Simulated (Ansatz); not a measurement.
The elements of this relaxed trial crystal are hidden behind letters.

```
lattice vectors (Å)
   1.3737    0.7931   11.0851
  -1.3737    0.7931   11.0851
   0.0000   -1.5862   11.0851
fractional positions
X 0.8991 0.8991 0.8991
X 0.1009 0.1009 0.1009
Z 0.2960 0.2960 0.2960
Z 0.5000 0.5000 0.5000
Z 0.7040 0.7040 0.7040
```

The calculation used Ansatz, DFT PBE, scalar-relativistic, plane waves, PAW. The final run on the 5-atom cell used 420 eV, a Γ-centred 18×18×18 mesh, 0.10 eV smearing and collinear spin.

| Quantity | Value |
| --- | --- |
| Space group | R-3m (No. 166) |
| Conventional cell | a = 2.747 Å, c = 33.255 Å |
| Volume per atom | 14.49 Å³ |
| Density | 15.97 g/cm³ |
| Formation energy | −0.14 eV/atom |
| Gap on the 18×18×18 mesh of the 5-atom cell | 0 eV (a metal) |
| Net moment per atom | 1.39 μB |

Energies are uncorrected and count from the elements' standard states at the same level.

Problem. X is a d-block element of period 4 and Z is a d-block element of period 6. Which elements are they?

Solution. X = Fe, Z = Pt, so the formula is Fe2Pt3. Density times volume gives a mean mass of 15.97 × 14.49/1.6605 = 139.4 u per atom, and this set has 139.4 u. Fe is surrounded by 6 Pt at 2.64–2.70 Å and 6 Fe at 2.75 Å; Pt on a site of symmetry 3m has 3 Fe at 2.64 Å, 6 Pt at 2.75 Å and 3 Pt at 2.94 Å; around Pt on a site of symmetry -3m lie 6 Fe at 2.70 Å and 6 Pt at 2.75 Å. Other sets within the hints have nearly the same mass, so mass alone doesn't settle it; this one was computed.

These runs have no spin–orbit coupling, which can matter for Pt. The magnetic state reached may not be the lowest. A structure relaxed within its symmetry needn't be a true minimum.
